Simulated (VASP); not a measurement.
# In (Im-3m) in VASP: further runs, part 2 of 2

VASP 6.6.1.

## 4. Single point, revPBE

This run uses another cell than the first one, of 32.25 Å³/atom, 1.120 times its volume.

INCAR reads:

```
SYSTEM = In
ALGO = Normal ; EDIFF = 1E-7
ENCUT = 520 ; GGA = RE
ISIF = 2 ; ISMEAR = -1
LASPH = .True. ; LCHARG = .True.
LELF = .True. ; LREAL = .False.
LVHAR = .True. ; LWAVE = .False.
NBANDS = 12 ; NELM = 80
PREC = Accurate ; SIGMA = 0.1
```

KPOINTS reads:

```
k-points
0
Gamma
  13 13 13
  0 0 0
```

POSCAR reads:

```
In
1.0
   -2.0051130722      2.0051130722      2.0051130722
    2.0051130722     -2.0051130722      2.0051130722
    2.0051130722      2.0051130722     -2.0051130722
In
1
Direct
    0.0000000000      0.0000000000      0.0000000000
```

Potentials or basis: VASP PAW PBE potentials, release 64 (In_d).

The run is started by

```bash
> cat potpaw_PBE.64/In_d/POTCAR > POTCAR
> mpirun -np 1 vasp_std > vasp.out
```

OUTCAR:

```text
SYSTEM = In
   EDIFF = 1E-7
   ENCUT = 520
   GGA = RE
   ISIF = 2
   ISMEAR = -1
   LASPH = .True.
   LREAL = .False.
   NELM = 80
   PREC = Accurate

 ion  position               nearest neighbor table
   1  0.000  0.000  0.000-

  LATTYP: Found a body centered cubic cell.
 ALAT       =     4.0102261444

  Lattice vectors:

 A1 = (  -2.0051130722,   2.0051130722,   2.0051130722)
 A2 = (   2.0051130722,  -2.0051130722,   2.0051130722)
 A3 = (   2.0051130722,   2.0051130722,  -2.0051130722)

Analysis of symmetry for initial positions (statically):
=====================================================================
 Subroutine PRICEL returns:
 Original cell was already a primitive cell.

 Routine SETGRP: Setting up the symmetry group for a
 body centered cubic supercell.

 Subroutine GETGRP returns: Found 48 space group operations
 (whereof 48 operations were pure point group operations)
 out of a pool of 48 trial point group operations.

The static configuration has the point symmetry O_h .

Analysis of symmetry for dynamics (positions and initial velocities):
=====================================================================
 Subroutine PRICEL returns:
 Original cell was already a primitive cell.

 Routine SETGRP: Setting up the symmetry group for a
 body centered cubic supercell.

 Subroutine GETGRP returns: Found 48 space group operations
 (whereof 48 operations were pure point group operations)
 out of a pool of 48 trial point group operations.

The dynamic configuration has the point symmetry O_h .

 Subroutine INISYM returns: Found 48 space group operations
 (whereof 48 operations are pure point group operations),
 and found     1 'primitive' translations

----------------------------------------------------------------------------------------

                                     Primitive cell

  volume of cell :      32.2461

[... 108 lines left out ...]
  Fermi-wavevector in a.u.,A,eV,Ry     =   1.209383  2.285402 19.899970  1.462606
  Thomas-Fermi vector in A             =   2.344962
   LORBIT       =      0    0 simple, 1 ext, 2 COOP (PROOUT), +10 PAW based schemes
   GGA     = RE    functional components
   LHFCALC =     F    Hartree Fock is set to
   AEXX    =    0.0000 exact exchange contribution
   IVDW    =     0    specifies the selected vdW correction
   LEPSILON=     F    determine dielectric tensor
   LRPA    =     F    only Hartree local field effects (RPA)
 non-spin polarized calculation
  energy-cutoff  :      520.00
  volume of cell :       32.25
 maximum number of plane-waves:       903
 NGX is ok and might be reduce to    28
   NGX = 13   NGY = 13   NGZ = 13

 number of electron      13.0000007 magnetization

 Free energy of the ion-electron system (eV)
  ---------------------------------------------------
  ext. energy  EPLUGINS =         0.00000000
  ---------------------------------------------------
  free energy    TOTEN  =        -2.22791509 eV

  energy without entropy =       -2.20813653  energy(sigma->0) =       -2.21802581

 E-fermi :   5.4871     XC(G=0):  -9.2252

 val. band max:        5.4780003319   @ k =  -0.3846   0.3846   0.1538
 cond. band min:       5.4889133276   @ k =  -0.4615  -0.4615   0.3077
 fundamental gap:      0.0109129956
 Fermi energy:         5.4871424337

 k-point     1 :       0.0000    0.0000    0.0000
  band No.  band energies     occupation
      1      -9.0778      2.00000
      2      -9.0778      2.00000
      3      -9.0777      2.00000
      4      -8.9193      2.00000
      5      -8.9193      2.00000
      6      -2.7419      2.00000
      7      14.5406      0.00000
      8      14.5406      0.00000
      9      14.5406      0.00000
     10      17.7731      0.00000
     11      17.7731      0.00000
     12      17.7731      0.00000
[... 331 lines left out ...]
 k-point    24 :       0.2308    0.0769    0.0769
  band No.  band energies     occupation
      1      -9.1087      2.00000
      2      -9.0646      2.00000
      3      -8.9380      2.00000
      4      -8.9236      2.00000
      5      -8.9028      2.00000
      6      -0.6439      2.00000
      7       7.0792      0.00000
      8       9.9546      0.00000
      9      10.9721      0.00000
     10      16.5944      0.00000
     11      17.0338      0.00000
     12      18.9756      0.00000

 [... further k-points ...]
[... 5 lines left out ...]
  --------------------------------------------------------------------------------------
  -------------------------------------------------------------------------------------
  Total       -0.5258017     -0.5258017     -0.5258017      0.0000000      0.0000000     -0.0000000
  in kB      -26.1249785    -26.1249785    -26.1249785      0.0000000      0.0000000     -0.0000000
  external PRESSURE =     -26.1249785 kB  Pullay stress =       0.0000000 kB

 VOLUME and BASIS-vectors are now :
 -----------------------------------------------------------------------------
  energy-cutoff  :      520.00
  volume of cell :       32.25
      direct lattice vectors                 reciprocal lattice vectors
    -2.005113072  2.005113072  2.005113072     0.000000000  0.249362496  0.249362496
     2.005113072 -2.005113072  2.005113072     0.249362496  0.000000000  0.249362496
     2.005113072  2.005113072 -2.005113072     0.249362496  0.249362496  0.000000000

 POSITION                                       TOTAL-FORCE (eV/Angst)
 -----------------------------------------------------------------------------------
      0.00000      0.00000      0.00000        -0.000000      0.000000     -0.000000
 -----------------------------------------------------------------------------------
    total drift:                               -0.000000     -0.000000     -0.000000

  FREE ENERGIE OF THE ION-ELECTRON SYSTEM (eV)
  ---------------------------------------------------
  free  energy   TOTEN  =        -2.2279150877 eV

  energy  without entropy=       -2.2081365310  energy(sigma->0) =       -2.21802581
```

stdout:

```text
POSCAR found type information on POSCAR In
 POSCAR found :  1 types and       1 ions
 scaLAPACK will be used
 -----------------------------------------------------------------------------
|                                                                             |
|                                                                             |
|     You enforced a specific xc type in the INCAR file but a different       |
|     I HOPE YOU KNOW WHAT YOU ARE DOING!                                     |
|                                                                             |
 -----------------------------------------------------------------------------

 LDA part: xc-table for (Slater+PW92), standard interpolation
 POSCAR, INCAR and KPOINTS ok, starting setup
 FFT: planning ... GRIDC
 FFT: planning ... GRID_SOFT
 FFT: planning ... GRID
 WAVECAR not read
 entering main loop
```

It took 14 s on 1 thread of Intel Xeon 6975P-C (Granite Rapids), shared host; peak memory 0.17 GiB.

Results:

- Free energy: -2.2279 eV
- Pressure: -2.6 GPa
- Band gap on the k mesh: none (metal or under the smearing width)

Caveat: the PAW data sets were made with another functional, which shifts forces and pressure a little.

## 5. Summary

```csv
cell,k mesh,gap on the mesh (eV),pressure (GPa)
"Im-3m, 28.79 Å³/atom",19 × 19 × 19,none,-0.1
"Im-3m, 26.49 Å³/atom",13 × 13 × 13,none,3.0
"Im-3m, 32.25 Å³/atom",13 × 13 × 13,none,-2.6
```

Alike in all rows: task single point; level revPBE; potentials or basis VASP PAW PBE potentials, release 64 (In_d); no spin polarisation; cutoff (eV) 520; smearing fermi-dirac 0.1 eV.

Every run on the cell as given and a fine mesh finds a metal.

Caveats: the PAW data sets were made with another functional, which shifts forces and pressure a little.

Absolute energies hang on the potentials; compare differences alone.
